Pulling a solid metal apart into single atoms costs energy, and in the transition metals the d electrons largely decide how that energy changes from one metal to the next. The table lists the energy of elements in the face-centred cubic structure less that of their free atoms. Some of them, such as Ti, Ta and W, normally have other structures. A more negative value means stronger binding, and "binding" below is this value with its sign reversed. Al, N and P have no d electrons in their valence shells and stay out of the argument.

Ansatz 0.2.0, all-electron LAPW, PBE, scalar-relativistic: face-centred cubic elements (Fm-3m, one atom per cell) in fixed cells, with Fermi-Dirac smearing of 0.03 to 0.08 eV and k meshes from 14×14×14 to 20×20×20. Only Ni is computed with spin polarisation. The free atoms are spherical and spin-unpolarised, and pressure is positive in compression.

| element | Z | group | period | cell | volume (Å³/atom) | shortest distance from M (Å) | energy less free atoms (eV/atom) | pressure (GPa) | cell moment (muB) |
| --- | --- | --- | --- | --- | --- | --- | --- | --- | --- |
| N | 7 | 15 | 2 | relaxed with PAW | 7.60 | 2.21 | -3.84 | 0.1 | 0.00 |
| Al | 13 | 13 | 3 | measured cell (COD) | 16.58 | 2.86 | -3.73 | -0.6 | 0.00 |
| P | 15 | 15 | 3 | relaxed with PAW | 14.55 | 2.74 | -4.50 | 0.1 | 0.00 |
| Ti | 22 | 4 | 4 | measured cell (COD) | 16.73 | 2.87 | -6.65 | 4.5 | 0.00 |
| Ni | 28 | 10 | 4 | measured cell (COD) | 11.05 | 2.50 | -7.11 | -2.8 | 0.64 |
| Cu | 29 | 11 | 4 | relaxed with PAW | 11.96 | 2.57 | -3.76 | 0.0 | 0.00 |
| Rh | 45 | 9 | 5 | measured cell (COD) | 13.75 | 2.69 | -7.27 | 5.8 | 0.00 |
| Ta | 73 | 5 | 6 | measured cell (COD) | 18.79 | 2.98 | -9.51 | 0.6 | 0.00 |
| W | 74 | 6 | 6 | measured cell (COD) | 16.73 | 2.87 | -10.95 | -4.6 | 0.00 |
| Ir | 77 | 9 | 6 | measured cell (COD) | 14.15 | 2.71 | -9.24 | 8.8 | 0.00 |
| Pt | 78 | 10 | 6 | measured cell (COD) | 15.01 | 2.77 | -6.08 | 11.4 | 0.00 |

**(a) A d band binds best when it is about half full, and the wider bands of heavier metals usually bind more strongly than those of lighter ones. Which metal breaks this order?**

*Solution.* The 5d metals follow the first rule. Binding is largest for W in group 6, at 10.95 eV per atom, and has fallen to 6.08 eV for Pt in group 10. As the band fills beyond the middle, electrons have to enter levels that weaken the bonds.

Ni breaks both rules. Its d band is almost full, yet it binds more strongly than Ti, whose band is nearer the middle. It also beats the heavier Pt of its own group by 1.0 eV. In group 9 the order is the normal one, with Ir ahead of Rh by 2.0 eV.

**(b) Derive a smooth curve for the binding and use it to size the break at Ni.**

*Solution.* Let the ten d levels of each atom spread evenly over a band of width $w$, centred on the level of the free atom. With $N$ electrons per atom the band is filled from $-w/2$ up to $\varepsilon_F=-w/2+wN/10$. Adding up the energies of the filled levels gives

$$E_d=\int_{-w/2}^{\varepsilon_F}\frac{10}{w}\,\varepsilon\,d\varepsilon=-\frac{w}{20}\,N(10-N).$$

This is Friedel's parabola. It vanishes for an empty or a full band and is deepest at $N=5$.

As a rough count, let one electron per atom be left to the s and p states, so that $N$ is the group number less one. Cu then has a full d band, which the calculation supports: its d levels end 1.4 eV below the Fermi level. The 3.76 eV by which Cu is still bound therefore serves as the share that remains when the parabola gives zero. Ti, with $N=3$, sets the height of the 3d curve, if the width $w$ is taken as the same for all metals of a row.

For Ni, with $N=9$, the product $N(10-N)$ is 9, against 21 for Ti. The expected binding in eV is

$$3.76+(6.65-3.76)\times\frac{9}{21}=5.0 .$$

The table has 7.11 eV, so Ni is bound 2.1 eV too strongly. Cu and Ti lie on the curve by construction, while Ni is a real test of it. In Ni the d levels of one spin are full, so the moment of 0.64 muB roughly counts the empty places in the d band. This suggests somewhat more than nine d electrons, which would make the break larger still.

A second curve, through Cu and W, shows how far such an estimate can be trusted. It meets Pt within 0.3 eV, but puts Ta 1.2 eV too high in binding and Ir 0.9 eV too low. A real d band is not evenly filled with levels, and Cu is only a stand-in for the s and p share of a 5d metal, though these need not be the only reasons. The break at Ni is nearly twice the worst of these misses; the printed output lists them all.

**(c) Does the break belong to the metal or to the free atom?**

*Solution.* Every energy in the table is a difference, and its upper end is an artificial atom. The electrons of that atom are spread evenly over all directions and over both spins. A real atom with an open shell lowers its energy by lining up spins and choosing favourable orbitals. Counting from the artificial atom therefore makes the solid look more strongly bound, although no bond in it has changed.

The hydrogen molecule shows this in its simplest form. Its two electrons are paired, whereas each free atom has a single unpaired spin. If the atom is computed as half spin-up and half spin-down, a common density functional places it roughly 1 eV too high, and the molecule seems more strongly bound by that amount per atom. The analogy covers the spin part only, because hydrogen has just one occupied shell and no electron can move from one shell to another.

In the d metals it also matters how the electrons are shared between the d and s shells. A free Ni atom normally has the filling $3d^8 4s^2$, with two parallel spins in a compact d shell, where they gain much energy from each other. Pt has $5d^9 6s^1$, with one open place in the d shell and one s electron, which interact more weakly. Cu has a full d shell and a single s electron. The artificial atom should therefore exaggerate the binding of Ni far more than that of Pt or Cu.

Measured cohesive energies, which count from real atoms, allow a rough check. Recalled to two figures, they are 4.4 eV for Ni, 5.8 eV for Pt and 3.5 eV for Cu. The table exceeds them by 2.7 eV for Ni, but by only 0.3 eV for each of the other two. Counted from real atoms, Pt is again bound more strongly than Ni, as the wider 5d band leads one to expect.

The curve itself has to be redrawn with such values, because the artificial atom exaggerates the binding of Ti as well, and Ti sets the height. With roughly 4.9 eV for Ti, the same steps give 4.1 eV for Ni, and the break shrinks from 2.1 to 0.3 eV. Ni also falls behind Ti again, so it now keeps both rules of (a). The comparison is not perfectly clean, since measured Ti is hexagonal, the cells are not relaxed with this functional, the functional has errors of its own, and spin-orbit coupling is left out for Pt. These effects are usually at most some tenths of an electronvolt, which makes the reference atom the likely main cause.

Part of the break, perhaps most of it, may come from moving an electron between shells. The parabola assumes that an atom brings as many d electrons as the metal uses, about nine for Ni. If the artificial Ni atom was computed with eight, one s electron drops into the d shell as the metal forms, and the energy released is booked as binding. In a real Ni atom the two fillings are almost equal in energy, so such a gain would belong to the artificial atom. This filling of the artificial atom is a guess, so the shares of spin and shell transfer stay open.

Ir shows how to judge a neighbouring case. Its free atom, $5d^7 6s^2$, has three unpaired d electrons and a full s pair, so a large exaggeration is likely; the table indeed exceeds the rough measured value by 2.3 eV. Part of the miss of Ir in (b) may therefore have the same origin. For evaporation or sputtering the difference is practical. The table makes Ni look almost twice as hard to take apart as Cu, whereas the energies counted from real atoms differ by only about a quarter.

Numerical output:

```
Ir binds more than Rh by (eV/atom): 1.97
Ni binds more than Pt by (eV/atom): 1.03
Ni binds more than Ti by (eV/atom): 0.46
Ni binds more than Cu by (eV/atom): 3.35
Cu top of d bands below Fermi level (eV): 1.409
filling product N(10-N) of Ti: 21
filling product N(10-N) of Ni and Pt: 9
filling product N(10-N) of W: 25
Ni binding expected from 3d curve (eV/atom): 4.999
Ni binding beyond 3d curve (eV/atom): 2.111
Ni binding beyond 5d curve (eV/atom): 0.7616
Ta binding beyond 5d curve (eV/atom): -1.152
Ir binding beyond 5d curve (eV/atom): 0.8784
Pt binding expected from 5d curve (eV/atom): 6.348
Pt binding beyond 5d curve (eV/atom): -0.2684
Ti table binding less rough recalled cohesive energy (eV/atom): 1.75
Ni table binding less rough recalled cohesive energy (eV/atom): 2.71
Cu table binding less rough recalled cohesive energy (eV/atom): 0.26
Ir table binding less rough recalled cohesive energy (eV/atom): 2.34
Pt table binding less rough recalled cohesive energy (eV/atom): 0.28
Ni expected from same curve through recalled values (eV/atom): 4.1
Ni beyond that curve with recalled values (eV/atom): 0.3
```
